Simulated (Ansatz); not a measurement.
# IrO2: the cost of one run

Computed with Ansatz 0.2.0, driven from Python. Level of theory: DFT PBE, plane waves, PAW.

A COD entry behind a cell of this session may itself be a prediction, so a difference from it is no test against experiment.

## Step 1: The structure

The structure is tetragonal, space group P4_2/mnm (No. 136). The conventional cell has a = 4.505 Å, b = 4.505 Å, c = 3.159 Å, α = 90.00°, β = 90.00°, γ = 90.00°. Around Ir (site symmetry mmm) lie 6 O at 1.96 to 2.00 Å. O (site symmetry m2m) has 3 Ir at 1.96 to 2.00 Å as nearest neighbours.

No structure file is read: the coordinates are typed or built in the script.

## Step 2: The script

run_eos.py

```python
import ansatz as az
import numpy as np
from pymatgen.analysis.eos import EOS

OCCUPATIONS = "cold"
XC = "pbe"
CUTOFF_EV = 500
KMESH = (6, 6, 9)

VECTORS = np.array([
    [4.5051, 0.0, 0.0],
    [0.0, 4.5051, 0.0],
    [0.0, 0.0, 3.1586],
])
SITES = [
    ("Ir", [0.0, 0.0, 0.0]),
    ("Ir", [0.5, 0.5, 0.5]),
    ("O", [0.3077, 0.3077, 0.0]),
    ("O", [0.1923, 0.8077, 0.5]),
    ("O", [0.6923, 0.6923, 0.0]),
    ("O", [0.8077, 0.1923, 0.5]),
]


def build(cell):
    crystal = az.Crystal(lattice=az.Lattice.of(cell))
    for symbol, position in SITES:
        crystal = crystal.atom(symbol, position)
    return crystal


def main() -> None:
    volumes, energies, pressures = [], [], []
    for scale in np.linspace(0.94, 1.06, 7):
        cell = VECTORS * scale ** (1 / 3)
        calculation = (
            build(cell).calculation()
            .pseudopotentials("paw")
            .occupations(OCCUPATIONS)
            .functional(XC)
            .basis(CUTOFF_EV)
            .kpoints(*KMESH)
            .stress()
        )
        data = calculation.run().report
        volumes.append(abs(np.linalg.det(cell)) / len(SITES))
        energies.append(data["free_energy_ev"] / len(SITES))
        pressures.append(np.trace(data["stress_gpa"]) / 3)
        print(f"V = {volumes[-1]:8.4f} A^3/atom  F = {energies[-1]:.5f} eV/atom  P = {pressures[-1]:8.3f} GPa")

    for form in ["vinet", "murnaghan", "pourier_tarantola"]:
        fit = EOS(eos_name=form).fit(volumes, energies)
        print(f"{form:18s} V0 {fit.v0:8.4f} A^3/atom  B0 {fit.b0_GPa:7.1f} GPa  B1 {fit.b1:5.2f}")


if __name__ == "__main__":
    main()
```

## Step 3: The run

Launch:

```
> python run_eos.py
```

What time and memory should one allow on 1 thread of Arm Neoverse V2, shared host?

About 36 s, with a peak of 0.54 GiB.
